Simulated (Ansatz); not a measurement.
Born–Oppenheimer molecular dynamics of a periodic cell of 20 atoms, Al₁₈HO (surface Al(111), adsorbate OH). It starts from a relaxed structure.

Level of theory: DFT LDA, scalar-relativistic, plane waves, PAW (Ansatz 0.2.0). Settings: accuracy low, cutoff 420 eV, k mesh 3x2x1, fermi-dirac smearing 0.1 eV, no spin polarisation.

| Property | Result |
| --- | --- |
| ensemble | NVT, Nosé–Hoover chain |
| time step | 0.5 fs |
| steps asked | 200 |
| set temperature | 900 K |
| starting velocities | zero |
| thermostat | time constant 100 fs, chain length 1 |
| atoms held | 1 to 6 |
| seed | 768681 |

Frames 5 fs apart, positions in Å, forces in eV/Å.

Velocities at 45.0 fs (Å/ps):

```
Al 0.00 0.00 0.00
Al 0.00 0.00 0.00
Al 0.00 0.00 0.00
Al 0.00 0.00 0.00
Al 0.00 0.00 0.00
Al 0.00 0.00 0.00
Al 0.12 0.01 -0.01
Al 0.00 -0.03 0.03
Al -0.05 -0.01 -0.03
Al 0.08 0.00 0.00
Al 0.02 0.06 0.03
Al 0.11 -0.02 -0.03
Al 0.09 0.03 0.07
Al -0.06 0.02 0.08
Al -0.03 -0.06 -0.10
Al -0.08 -0.06 0.08
Al -0.02 0.05 -0.21
Al -0.03 -0.02 0.01
O -0.18 0.02 -0.06
H -0.14 0.23 -0.01
```

```xyz
20
Lattice="5.7276 0.0000 0.0000 4.2957 7.4403 0.0000 0.0000 0.0000 15.6765" Properties=species:S:1:pos:R:3:forces:R:3 time_fs=45.0 energy_less_start_eV=0.000 T=0
Al 1.432 0.827 1.000 -0.13 0.07 0.03
Al 4.296 0.827 1.000 0.13 0.30 -0.03
Al 2.864 3.307 1.000 0.17 -0.11 -0.05
Al 5.728 3.307 1.000 -0.16 -0.23 -0.14
Al 4.296 5.787 1.000 0.04 -0.01 0.18
Al 7.160 5.787 1.000 -0.04 -0.03 0.02
Al -0.007 1.694 3.256 -0.01 -0.01 0.00
Al 2.886 1.650 3.264 0.01 0.00 0.00
Al 1.436 4.085 3.229 0.01 0.00 -0.01
Al 4.297 4.145 3.287 -0.01 0.00 0.00
Al 2.879 6.619 3.295 0.01 0.00 0.00
Al 5.717 6.607 3.288 0.00 0.00 0.00
Al -0.013 0.154 5.537 0.00 0.00 0.00
Al 2.874 0.006 5.549 0.00 0.00 0.00
Al 1.431 2.461 5.605 0.00 0.01 0.00
Al 4.292 2.478 5.542 0.00 0.00 0.00
Al 2.753 4.872 5.535 0.00 0.00 0.00
Al 5.831 4.845 5.507 0.00 0.00 0.01
O 4.314 5.783 6.452 0.00 0.00 0.00
H 4.329 5.772 7.434 0.00 0.00 0.00
20
Lattice="5.7276 0.0000 0.0000 4.2957 7.4403 0.0000 0.0000 0.0000 15.6765" Properties=species:S:1:pos:R:3:forces:R:3 time_fs=50.0 energy_less_start_eV=0.000 T=0
Al 1.432 0.827 1.000 -0.13 0.07 0.03
Al 4.296 0.827 1.000 0.13 0.30 -0.03
Al 2.864 3.307 1.000 0.17 -0.11 -0.05
Al 5.728 3.307 1.000 -0.16 -0.23 -0.14
Al 4.296 5.787 1.000 0.04 -0.01 0.18
Al 7.160 5.787 1.000 -0.04 -0.03 0.02
Al -0.007 1.694 3.256 -0.01 -0.01 0.00
Al 2.886 1.649 3.265 0.01 0.01 0.00
Al 1.436 4.085 3.229 0.01 0.00 -0.01
Al 4.298 4.145 3.287 -0.01 -0.01 0.00
Al 2.879 6.619 3.295 0.01 0.00 0.00
Al 5.717 6.606 3.288 0.00 0.00 0.00
Al -0.012 0.154 5.537 -0.01 -0.01 -0.01
Al 2.874 0.006 5.550 0.00 0.00 0.00
Al 1.431 2.461 5.605 0.00 0.01 0.00
Al 4.291 2.478 5.542 0.00 0.00 0.00
Al 2.753 4.872 5.534 0.00 0.00 0.00
Al 5.831 4.845 5.507 0.00 0.00 0.01
O 4.314 5.783 6.452 0.00 0.00 0.00
H 4.328 5.773 7.433 0.00 0.00 0.00
20
Lattice="5.7276 0.0000 0.0000 4.2957 7.4403 0.0000 0.0000 0.0000 15.6765" Properties=species:S:1:pos:R:3:forces:R:3 time_fs=55.0 energy_less_start_eV=0.000 T=0
Al 1.432 0.827 1.000 -0.13 0.07 0.03
Al 4.296 0.827 1.000 0.13 0.30 -0.03
Al 2.864 3.307 1.000 0.17 -0.11 -0.05
Al 5.728 3.307 1.000 -0.16 -0.23 -0.14
Al 4.296 5.787 1.000 0.04 -0.01 0.18
Al 7.160 5.787 1.000 -0.04 -0.03 0.02
Al -0.006 1.694 3.256 -0.01 -0.01 0.00
Al 2.886 1.649 3.265 0.01 0.01 0.00
Al 1.436 4.085 3.228 0.01 0.00 -0.01
Al 4.298 4.145 3.287 -0.01 -0.01 0.00
Al 2.879 6.619 3.295 0.01 0.00 0.00
Al 5.718 6.606 3.288 -0.01 0.00 0.00
Al -0.012 0.154 5.537 -0.01 -0.01 -0.01
Al 2.874 0.006 5.550 0.00 0.00 0.00
Al 1.431 2.461 5.604 0.00 0.02 0.01
Al 4.291 2.478 5.543 0.00 0.00 -0.01
Al 2.753 4.873 5.533 0.00 0.00 0.00
Al 5.830 4.845 5.507 0.00 0.00 0.01
O 4.313 5.783 6.451 0.01 0.00 0.00
H 4.327 5.772 7.433 0.00 0.00 0.00
20
Lattice="5.7276 0.0000 0.0000 4.2957 7.4403 0.0000 0.0000 0.0000 15.6765" Properties=species:S:1:pos:R:3:forces:R:3 time_fs=60.0 energy_less_start_eV=0.000 T=0
Al 1.432 0.827 1.000 -0.13 0.07 0.03
Al 4.296 0.827 1.000 0.13 0.30 -0.03
Al 2.864 3.307 1.000 0.17 -0.11 -0.05
Al 5.728 3.307 1.000 -0.16 -0.23 -0.14
Al 4.296 5.787 1.000 0.04 -0.01 0.18
Al 7.160 5.787 1.000 -0.04 -0.03 0.02
Al -0.006 1.694 3.256 -0.02 -0.01 0.00
Al 2.886 1.649 3.265 0.01 0.01 0.00
Al 1.436 4.085 3.228 0.01 0.00 -0.01
Al 4.298 4.145 3.287 -0.01 -0.01 0.00
Al 2.880 6.620 3.295 0.01 0.00 0.00
Al 5.718 6.606 3.288 -0.01 0.00 0.00
Al -0.011 0.154 5.538 -0.01 -0.01 -0.01
Al 2.874 0.006 5.551 0.00 0.00 0.00
Al 1.431 2.461 5.604 0.00 0.02 0.01
Al 4.290 2.477 5.543 0.00 0.00 -0.01
Al 2.752 4.873 5.532 0.00 0.00 0.01
Al 5.830 4.845 5.508 0.00 0.00 0.01
O 4.312 5.784 6.451 0.01 0.00 0.00
H 4.325 5.771 7.433 0.00 0.00 0.00
20
Lattice="5.7276 0.0000 0.0000 4.2957 7.4403 0.0000 0.0000 0.0000 15.6765" Properties=species:S:1:pos:R:3:forces:R:3 time_fs=65.0 energy_less_start_eV=0.000 T=0
Al 1.432 0.827 1.000 -0.13 0.07 0.03
Al 4.296 0.827 1.000 0.13 0.30 -0.03
Al 2.864 3.307 1.000 0.17 -0.11 -0.05
Al 5.728 3.307 1.000 -0.16 -0.23 -0.14
Al 4.296 5.787 1.000 0.04 -0.01 0.18
Al 7.160 5.787 1.000 -0.04 -0.02 0.02
Al -0.006 1.694 3.256 -0.02 -0.01 0.00
Al 2.887 1.649 3.265 0.01 0.01 0.00
Al 1.436 4.085 3.228 0.01 0.00 -0.01
Al 4.299 4.145 3.287 -0.01 -0.01 0.00
Al 2.880 6.620 3.296 0.01 0.00 0.00
Al 5.719 6.606 3.288 -0.01 0.00 0.01
Al -0.011 0.154 5.538 -0.01 0.00 -0.01
Al 2.873 0.006 5.551 0.00 0.00 0.00
Al 1.431 2.461 5.603 0.00 0.02 0.01
Al 4.290 2.477 5.543 0.00 0.00 -0.01
Al 2.752 4.873 5.531 0.00 0.00 0.01
Al 5.830 4.845 5.508 0.00 0.00 0.00
O 4.311 5.784 6.451 0.01 0.00 0.01
H 4.323 5.770 7.433 0.00 0.00 0.00
20
Lattice="5.7276 0.0000 0.0000 4.2957 7.4403 0.0000 0.0000 0.0000 15.6765" Properties=species:S:1:pos:R:3:forces:R:3 time_fs=70.0 energy_less_start_eV=0.000 T=0
Al 1.432 0.827 1.000 -0.13 0.07 0.03
Al 4.296 0.827 1.000 0.13 0.30 -0.03
Al 2.864 3.307 1.000 0.17 -0.11 -0.05
Al 5.728 3.307 1.000 -0.16 -0.23 -0.14
Al 4.296 5.787 1.000 0.04 -0.01 0.18
Al 7.160 5.787 1.000 -0.04 -0.02 0.02
Al -0.006 1.694 3.256 -0.01 0.00 0.00
Al 2.887 1.649 3.265 0.01 0.00 0.00
Al 1.436 4.085 3.227 0.01 0.00 0.00
Al 4.299 4.144 3.287 -0.01 0.00 0.00
Al 2.880 6.620 3.296 0.01 0.00 0.00
Al 5.719 6.606 3.288 -0.01 0.00 0.01
Al -0.011 0.154 5.538 -0.01 0.00 -0.01
Al 2.873 0.006 5.551 0.00 0.00 0.00
Al 1.431 2.461 5.603 0.00 0.01 0.01
Al 4.289 2.477 5.543 0.00 0.00 -0.01
Al 2.752 4.873 5.530 0.00 0.00 0.01
Al 5.830 4.844 5.508 0.00 0.00 0.00
O 4.311 5.784 6.450 0.01 -0.01 0.00
H 4.321 5.768 7.432 0.00 0.00 0.00
20
Lattice="5.7276 0.0000 0.0000 4.2957 7.4403 0.0000 0.0000 0.0000 15.6765" Properties=species:S:1:pos:R:3:forces:R:3 time_fs=75.0 energy_less_start_eV=0.000 T=0
Al 1.432 0.827 1.000 -0.13 0.07 0.03
Al 4.296 0.827 1.000 0.13 0.30 -0.03
Al 2.864 3.307 1.000 0.17 -0.11 -0.06
Al 5.728 3.307 1.000 -0.16 -0.23 -0.14
Al 4.296 5.787 1.000 0.04 -0.01 0.18
Al 7.160 5.787 1.000 -0.04 -0.02 0.02
Al -0.006 1.693 3.256 -0.01 0.00 0.00
Al 2.888 1.649 3.265 0.01 0.00 0.00
Al 1.436 4.085 3.227 0.01 0.00 0.00
Al 4.299 4.144 3.287 -0.01 0.00 0.00
Al 2.881 6.621 3.296 0.00 0.00 -0.01
Al 5.719 6.606 3.288 -0.01 0.00 0.01
Al -0.011 0.154 5.538 -0.01 0.00 -0.01
Al 2.873 0.006 5.552 0.00 0.00 -0.01
Al 1.431 2.462 5.603 0.00 0.01 0.01
Al 4.289 2.477 5.543 0.01 0.00 -0.01
Al 2.752 4.873 5.529 0.00 0.00 0.01
Al 5.829 4.844 5.508 0.00 0.00 0.00
O 4.310 5.784 6.450 0.01 -0.01 0.01
H 4.319 5.766 7.432 0.00 0.00 0.00
20
Lattice="5.7276 0.0000 0.0000 4.2957 7.4403 0.0000 0.0000 0.0000 15.6765" Properties=species:S:1:pos:R:3:forces:R:3 time_fs=80.0 energy_less_start_eV=0.000 T=0
Al 1.432 0.827 1.000 -0.13 0.07 0.03
Al 4.296 0.827 1.000 0.13 0.30 -0.03
Al 2.864 3.307 1.000 0.17 -0.11 -0.06
Al 5.728 3.307 1.000 -0.16 -0.23 -0.14
Al 4.296 5.787 1.000 0.04 -0.01 0.18
Al 7.160 5.787 1.000 -0.04 -0.02 0.02
Al -0.006 1.693 3.256 -0.01 0.00 0.00
Al 2.889 1.650 3.265 0.00 0.00 0.00
Al 1.437 4.085 3.226 0.00 0.00 0.00
Al 4.299 4.144 3.287 -0.01 0.00 0.00
Al 2.882 6.622 3.296 0.00 0.00 -0.01
Al 5.720 6.606 3.288 -0.01 0.00 0.01
Al -0.011 0.154 5.538 -0.01 0.00 0.00
Al 2.873 0.006 5.552 0.00 0.00 -0.01
Al 1.431 2.462 5.603 0.00 0.01 0.01
Al 4.289 2.476 5.543 0.01 0.01 -0.01
Al 2.751 4.873 5.528 0.00 0.00 0.01
Al 5.829 4.844 5.509 0.00 0.00 0.00
O 4.309 5.784 6.450 0.01 -0.01 0.00
H 4.317 5.766 7.432 0.00 0.00 0.00
20
Lattice="5.7276 0.0000 0.0000 4.2957 7.4403 0.0000 0.0000 0.0000 15.6765" Properties=species:S:1:pos:R:3:forces:R:3 time_fs=85.0 energy_less_start_eV=0.000 T=0
Al 1.432 0.827 1.000 -0.13 0.07 0.03
Al 4.296 0.827 1.000 0.13 0.30 -0.04
Al 2.864 3.307 1.000 0.17 -0.11 -0.06
Al 5.728 3.307 1.000 -0.16 -0.23 -0.14
Al 4.296 5.787 1.000 0.04 -0.01 0.18
Al 7.160 5.787 1.000 -0.04 -0.02 0.02
Al -0.006 1.693 3.257 -0.01 0.00 0.00
Al 2.889 1.650 3.265 0.00 0.00 0.00
Al 1.437 4.086 3.225 0.00 0.00 0.00
Al 4.299 4.143 3.286 0.00 0.00 0.00
Al 2.882 6.622 3.295 0.00 -0.01 -0.01
Al 5.720 6.606 3.288 -0.01 0.00 0.01
Al -0.011 0.154 5.538 -0.01 0.00 0.00
Al 2.873 0.005 5.552 0.00 0.00 -0.01
Al 1.431 2.463 5.602 0.00 0.01 0.01
Al 4.288 2.476 5.543 0.01 0.01 -0.01
Al 2.751 4.873 5.527 0.00 0.00 0.01
Al 5.829 4.844 5.509 0.00 0.00 -0.01
O 4.309 5.783 6.450 0.01 -0.01 0.01
H 4.317 5.766 7.432 0.00 0.00 0.00
20
Lattice="5.7276 0.0000 0.0000 4.2957 7.4403 0.0000 0.0000 0.0000 15.6765" Properties=species:S:1:pos:R:3:forces:R:3 time_fs=90.0 energy_less_start_eV=0.000 T=0
Al 1.432 0.827 1.000 -0.13 0.07 0.03
Al 4.296 0.827 1.000 0.13 0.30 -0.04
Al 2.864 3.307 1.000 0.17 -0.11 -0.06
Al 5.728 3.307 1.000 -0.16 -0.23 -0.14
Al 4.296 5.787 1.000 0.04 -0.01 0.18
Al 7.160 5.787 1.000 -0.04 -0.02 0.02
Al -0.006 1.692 3.257 0.00 0.00 0.00
Al 2.890 1.650 3.265 -0.01 0.00 0.00
Al 1.437 4.086 3.225 0.00 0.00 0.01
Al 4.299 4.143 3.286 0.00 0.00 0.00
Al 2.883 6.622 3.295 0.00 -0.01 -0.01
Al 5.720 6.606 3.288 -0.01 0.00 0.01
Al -0.011 0.154 5.538 -0.01 0.00 0.00
Al 2.873 0.005 5.553 0.00 0.00 -0.01
Al 1.431 2.464 5.602 0.00 0.00 0.01
Al 4.288 2.476 5.543 0.01 0.01 -0.01
Al 2.751 4.873 5.526 0.00 0.00 0.02
Al 5.828 4.844 5.510 0.00 0.00 -0.01
O 4.309 5.783 6.450 0.01 -0.01 0.00
H 4.316 5.767 7.431 0.00 0.00 0.00
20
Lattice="5.7276 0.0000 0.0000 4.2957 7.4403 0.0000 0.0000 0.0000 15.6765" Properties=species:S:1:pos:R:3:forces:R:3 time_fs=95.0 energy_less_start_eV=0.000 T=0
Al 1.432 0.827 1.000 -0.13 0.07 0.03
Al 4.296 0.827 1.000 0.13 0.30 -0.04
Al 2.864 3.307 1.000 0.17 -0.11 -0.06
Al 5.728 3.307 1.000 -0.16 -0.23 -0.14
Al 4.296 5.787 1.000 0.04 -0.01 0.18
Al 7.160 5.787 1.000 -0.04 -0.02 0.02
Al -0.007 1.692 3.257 0.00 0.01 0.00
Al 2.891 1.650 3.265 -0.01 0.00 0.00
Al 1.438 4.086 3.224 0.00 0.00 0.01
Al 4.298 4.143 3.286 0.00 0.00 0.00
Al 2.884 6.623 3.295 -0.01 -0.01 0.00
Al 5.720 6.606 3.288 0.00 0.00 0.00
Al -0.011 0.154 5.537 0.00 0.00 0.00
Al 2.872 0.005 5.553 0.00 0.00 -0.01
Al 1.431 2.465 5.602 0.00 0.00 0.01
Al 4.288 2.476 5.543 0.01 0.01 -0.01
Al 2.750 4.873 5.526 0.00 0.00 0.02
Al 5.828 4.843 5.510 0.00 0.00 -0.01
O 4.308 5.782 6.450 0.01 0.00 0.01
H 4.317 5.768 7.431 0.00 0.00 0.00
```

Of the whole run (100 fs, mean temperature of the second half 0 K): The conserved energy stayed within 0 meV per atom of its start (net change 0 meV per atom), so the integration is sound. The mean temperature of the second half is 100 % below the set value. A run of 0.1 ps of so small a system gives no equilibrium averages. Limits of this set-up: coarse k mesh, thin slab, slab without dipole correction, odd electron count without spin, low accuracy level.

Time of the run: 15 min on 1 thread of Arm Neoverse V2, on a shared host, peak memory 0.73 GiB.
